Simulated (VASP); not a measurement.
**A VASP 6.6.1 single-point calculation on SiC**

INCAR

```
PREC = Accurate
ISMEAR = -1
NSW = 0
EDIFF = 1E-7
IBRION = -1
GGA = PE
NELM = 69
ENCUT = 520
LWAVE = .FALSE.
LCHARG = .FALSE.
ISIF = 2
NBANDS = 11
LREAL = .FALSE.
LASPH = .TRUE.
SIGMA = 0.02
```

KPOINTS

```
KPOINTS created by Atomic Simulation Environment
0
Gamma
10 10 10
0 0 0
```

POSCAR

```
Si C
 1.0000000000000000
     0.0000000000000000    2.2651744451000000    2.2651744451000000
     2.2651744451000000    0.0000000000000000    2.2651744451000000
     2.2651744451000000    2.2651744451000000    0.0000000000000000
 Si  C
   1   1
Cartesian
  0.0000000000000000  0.0000000000000000  0.0000000000000000
  1.1325872225500000  1.1325872225500000  1.1325872225500000
```

The recommended PBE PAW datasets give the neutral cell 8 valence electrons.

Command

```
mpirun -np 1 vasp_std
```

Task: Predict the outcome of this run.

Result: It converged. Results: gap between bands v and c on the k mesh 1.45 eV; least direct gap on the k mesh 4.41 eV; pressure -17.6 GPa. Band v is the last that the valence electrons fill when counted band by band, and c is the next.

OSZICAR

```
N       E                     dE             d eps       ncg     rms          rms(c)
DAV:   1     0.382863131392E+01    0.38286E+01   -0.37475E+03  1098   0.598E+02
DAV:   2    -0.157996871545E+02   -0.19628E+02   -0.18759E+02  1349   0.107E+02
DAV:   3    -0.164798369720E+02   -0.68015E+00   -0.67870E+00  1294   0.163E+01
DAV:   4    -0.164830692661E+02   -0.32323E-02   -0.32320E-02  1180   0.136E+00
DAV:   5    -0.164830861149E+02   -0.16849E-04   -0.16849E-04  1259   0.919E-02    0.771E+00
DAV:   6    -0.149530299422E+02    0.15301E+01   -0.63280E+00  1157   0.107E+01    0.332E+00
DAV:   7    -0.149333804551E+02    0.19649E-01   -0.26215E-01  1247   0.304E+00    0.159E+00
DAV:   8    -0.149265923721E+02    0.67881E-02   -0.18274E-02  1178   0.900E-01    0.172E-01
DAV:   9    -0.149266709966E+02   -0.78625E-04   -0.19291E-03  1322   0.236E-01    0.108E-01
DAV:  10    -0.149268029902E+02   -0.13199E-03   -0.30217E-04  1165   0.102E-01    0.267E-02
DAV:  11    -0.149268063840E+02   -0.33938E-05   -0.58490E-05  1229   0.374E-02    0.706E-03
DAV:  12    -0.149268070147E+02   -0.63075E-06   -0.25114E-06  1187   0.956E-03    0.129E-03
DAV:  13    -0.149268070235E+02   -0.87929E-08   -0.14514E-07  1145   0.235E-03
   1 F= -.14926807E+02 E0= -.14926807E+02  d E =-.547706E-12
```

Standard output (part)

```
POSCAR found type information on POSCAR SiC
 POSCAR found :  2 types and       2 ions
 LDA part: xc-table for (Slater+PW92), standard interpolation
 POSCAR, INCAR and KPOINTS ok, starting setup
 WAVECAR not read
 entering main loop
```

For comparison, a separate PBE run of the intended cell, on usual settings and not on those above, gives a gap of 1.45 eV on its mesh and a pressure of -17.6 GPa.
